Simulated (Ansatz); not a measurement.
# BaTe: the cost of one run

Computed with Ansatz 0.2.0 (DFT, at the level named in each step, unless a step's input says otherwise).

## 1. The system as given

It takes space group Fm-3m (No. 225, cubic). The conventional cell has a = 6.820 Å, b = 6.820 Å, c = 6.820 Å, α = 90.00°, β = 90.00°, γ = 90.00°. Around Ba (site symmetry m-3m) lie 6 Te at 3.41 Å. Te (site symmetry m-3m) has 6 Ba at 3.41 Å in its first shell of neighbours.

As a file:

```
CELL_PARAMETERS angstrom
0.00000 3.41000 3.41000
3.41000 0.00000 3.41000
3.41000 3.41000 0.00000
ATOMIC_POSITIONS crystal
Ba 0.00000 0.00000 0.00000
Te 0.50000 0.50000 0.50000
```

The cell comes from a crystallographic database entry that wasn't checked; take it as a given geometry, which may be far from equilibrium.

Atoms are numbered in the order of the input: Ba1, Te2.

## 2. No relativity, LAPW

input.yaml reads:

```yaml
crystal:
  lattice:
    - [0.0, 3.41, 3.41]
    - [3.41, 0.0, 3.41]
    - [3.41, 3.41, 0.0]
  atoms:
    - { symbol: Ba, position: [0.0, 0.0, 0.0] }
    - { symbol: Te, position: [0.5, 0.5, 0.5] }
kpoints:
  mp_grid: { grid: [10, 10, 10] }
  band_path:
    path:
      - [0.0, 0.0, 0.0]
      - [0.5, 0.0, 0.5]
      - [0.625, 0.25, 0.625]
      - [0.375, 0.375, 0.75]
      - [0.0, 0.0, 0.0]
      - [0.5, 0.5, 0.5]
      - [0.5, 0.25, 0.75]
      - [0.5, 0.0, 0.5]
    npoints: 5
scf:
  occupations: { method: fermi_dirac, width: 0.05 }
hamiltonian:
  xc: pbe
  pseudopotentials:
    kind: all_electron
    lapw: { basis_error: 0.00025 }
    relativity: none
output:
  forces: true
  stress: true
  eigenvalues: true
```

Command:

```
ansatz run input.yaml --threads 1 --pin off --max-ram 2048MiB --backend cpu --events-out ev --progress --plain --runs-dir out
```

**Question.** How long does this run take on 1 thread of Arm Neoverse V2, shared host, and how much memory does it need?

About 17 s, with a peak of 0.35 GiB.
